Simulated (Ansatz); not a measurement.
ZrC:

```
Zr C
1.0
     0.00000    2.36500    2.36500
     2.36500    0.00000    2.36500
     2.36500    2.36500    0.00000
Zr C
1 1
Direct
  0.50000 0.50000 0.50000
  0.00000 0.00000 0.00000
```

Base run:

| Quantity | Value |
| --- | --- |
| Program | Ansatz 0.2.0 |
| Functional | PBEsol |
| Potentials or basis | all-electron LAPW, scalar-relativistic |
| Cutoff | 254 eV (chosen from the basis error) |
| Basis error allowed | 0.001 eV/atom |
| k mesh | 10 × 10 × 10 |
| Occupations | fermi-dirac, width 0.05 eV |
| Spin | no spin polarisation |

Its results: band gap on the k mesh none (metal or under the smearing width); pressure -8.4 GPa.

Task: The run is repeated on the same cell with these changes: hubbard terms from none to Zr d U = 6 eV. What comes out?

Result: Band gap on the k mesh none (metal or under the smearing width); pressure 1.1 GPa.

Caveats: U is the effective U less J, on atomic orbitals that reach past the spheres (some runs); U without spin polarisation on a metal has little footing (some runs); the U is typed as a test and isn't derived for this compound (some runs).
